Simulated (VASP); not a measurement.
Here is a VASP 6.6.1 calculation.

INCAR

```
SYSTEM = Mg7Te8
PREC = Accurate ; ENCUT = 520
EDIFF = 1E-6 ; ISMEAR = 0
SIGMA = 0.05 ; LREAL = Auto
LASPH = .True. ; NELM = 100
ALGO = Fast ; ISIF = 2
LWAVE = .False. ; LCHARG = .True.
GGA = PS ; LELF = .True.
LVHAR = .True. ; NBANDS = 44
```

File KPOINTS:

```
regular mesh
0
Gamma
  4 4 4
  0 0 0
```

Contents of POSCAR:

```
Mg7Te8
1.0
    0.0000000000      5.9058590461     -5.9058590461
    5.9058590461      5.9058590461      0.0000000000
    5.9058590461      0.0000000000     -5.9058590461
Mg Te
7 8
Direct
    0.0000000000      0.2500000000      0.0000000000
    0.5000000000      0.0000000000      0.0000000000
    0.5000000000      0.5000000000      0.0000000000
    0.0000000000      0.0000000000      0.5000000000
    0.0000000000      0.5000000000      0.5000000000
    0.5000000000      0.0000000000      0.5000000000
    0.5000000000      0.5000000000      0.5000000000
    0.2493404241      0.7506595759      0.2493404241
    0.2493404331      0.2506595669      0.2493404331
    0.7513191428      0.7500000089      0.2486808572
    0.7513191428      0.2499999911      0.2486808572
    0.2486808572      0.7500000089      0.7513191428
    0.2486808572      0.2499999911      0.7513191428
    0.7506595669      0.7493404331      0.7506595669
    0.7506595759      0.2493404241      0.7506595759
```

Potentials or basis: VASP PAW PBE potentials, release 64 (Mg, Te).

Launch:

```bash
$ cat potpaw_PBE.64/Mg/POTCAR potpaw_PBE.64/Te/POTCAR > POTCAR
$ mpirun -np 1 vasp_std > vasp.out
```

Predict the band gap on the k mesh.

none (metal or under the smearing width).

Estimate the pressure.

4.2 GPa.

Predict the largest force.

10.200 eV/Å.

Stress tensor (GPa, compression positive):
```
 6.86 -7.73  0.00
-7.73  6.86  0.00
 0.00  0.00 -1.25
```

Caveat: the PAW data sets were made with another functional, which shifts forces and pressure a little. The run has no spin-orbit coupling, so splittings on Te are missing.
